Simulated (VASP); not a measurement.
A run of VASP 6.6.1:

File INCAR:

```
ALGO = Normal
EDIFF = 1E-7
EDIFFG = -0.002
ENCUT = 520
GGA = PE
IBRION = 2
ISIF = 3
ISMEAR = 0
LASPH = True
LCHARG = False
LREAL = False
LWAVE = False
NELM = 60
NSW = 80
PREC = Accurate
SIGMA = 0.1
```

The input KPOINTS:

```
k-points
0
Gamma
  6 6 6
```

Contents of POSCAR:

```
TiC                                     
1.0
    0.0000000000      2.1672888670      2.1672888670
    2.1672888670      0.0000000000      2.1672888670
    2.1672888670      2.1672888670      0.0000000000
  Ti              C             
     1     1
Direct
     0.0000000000000000    0.0000000000000000    0.0000000000000000
     0.5000000000000000    0.5000000000000000    0.5000000000000000
```

Potentials or basis: VASP PAW PBE potentials, release 64 (Ti_sv, C).

The run is started by

```console
$ cat potpaw_PBE.64/Ti_sv/POTCAR potpaw_PBE.64/C/POTCAR > POTCAR
$ mpirun -np 1 vasp_std > vasp.out
```

Hardware: 1 thread of Intel(R) Xeon(R) 6975P-C (Granite Rapids), with other jobs on the host.

Estimate the wall time of this run.

Wall time 3.1 s on 1 thread of Intel(R) Xeon(R) 6975P-C (Granite Rapids), on a shared host, peak memory 0.13 GiB. Counts: scf iterations 16, k points 16, ion steps 1.
